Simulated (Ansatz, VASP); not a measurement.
**Zn in VASP and in Ansatz**

```xyz
1
Lattice="0.0000 1.9799 1.9799 1.9799 0.0000 1.9799 1.9799 1.9799 0.0000" Properties=species:S:1:pos:R:3 pbc="T T T"
Zn    0.0000    0.0000    0.0000
```

Change from the starting cell: volume scaled by 1.025.

Alike in both runs: task single point; functional PBE; k mesh 15 × 15 × 15; occupations fermi-dirac, width 0.05 eV; no spin polarisation.

|  | VASP | Ansatz |
| --- | --- | --- |
| version | VASP 6.6.1 | Ansatz 0.2.0 |
| potentials or method | VASP PAW PBE potentials, release 64 (Zn), cutoff 520 eV | all-electron LAPW, scalar-relativistic |

```tsv
	VASP	Ansatz	Ansatz less VASP
pressure (GPa)	-1.3	-1.6	-0.34
```

Ansatz ran all-electron here, so the differences hold the error of VASP's frozen core and of both bases.
